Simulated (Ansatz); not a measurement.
What strain does to NaI (Fm-3m)

A 2-atom cell of NaI started from a crystallographic database, relaxed with r2SCAN in Ansatz 0.2.0. The symmetry is Fm-3m (No. 225, cubic); a = 6.459 Å in the conventional setting, 33.69 Å³ an atom. Na has 6 I at 3.23 Å; I has 6 Na at 3.23 Å.

The axes x, y and z are those of this cell:
```yaml
crystal:
  lattice:
    - [0.00000, 3.22963, 3.22963]
    - [3.22963, 0.00000, 3.22963]
    - [3.22963, 3.22963, 0.00000]
  atoms:
    - { symbol: Na, position: [0.00000, 0.00000, 0.00000] }
    - { symbol: I, position: [0.50000, 0.50000, 0.50000] }
```

Unstrained: The PBE gap is direct at Γ: 3.661 eV. The r2SCAN gap is direct at Γ: 4.449 eV. The HSE06 gap is direct at Γ: 4.692 eV. Meshes: PBE 8×8×8, r2SCAN 8×8×8, HSE06 6×6×6. Strains are changes of length per length. After each strain the atoms were relaxed again with r2SCAN within the symmetry that the strain leaves, so tilts or polar shifts that break it weren't tested; points keep the names that they have in the unstrained zone. Spin-unpolarised throughout; all numbers are computed.

Changes of the least gap in eV (an overlap counts as a negative gap):

| strain | volume change (%) | space group | PBE | r2SCAN | HSE06 | energy rise, r2SCAN (meV/atom) |
| --- | --- | --- | --- | --- | --- | --- |
| uniaxial +1.91 % along y | +1.9 | I4/mmm | -0.064 | -0.071 | -0.069 | 1.2 |
| biaxial -2.9 % in x and y, z held | -5.7 | I4/mmm | +0.149 | +0.174 | +0.161 | 8.9 |

Uniaxial +1.91 % along y, other directions held. HSE06: the gap goes from 4.692 to 4.623 eV (-0.069 eV); with r2SCAN the top three valence levels at Γ, degenerate before, become 1+2 from the top over 21 meV. Stress change with r2SCAN, compression positive: xx -0.15, yy -0.60, zz -0.15 GPa.

Biaxial -2.9 % in x and y, z held. HSE06: the gap goes from 4.692 to 4.853 eV (+0.161 eV); with r2SCAN the top three valence levels at Γ, degenerate before, become 1+2 from the top over 28 meV. Stress change with r2SCAN, compression positive: xx +1.57, yy +1.57, zz +0.49 GPa.

Spin-orbit coupling is left out, which matters wherever the heavy atoms make up the band edges.

The meshes of the hybrids are coarse, so their gaps aren't converged to the digits shown.

The splittings at Γ are without spin-orbit coupling, which regroups them where it is of like size or larger.
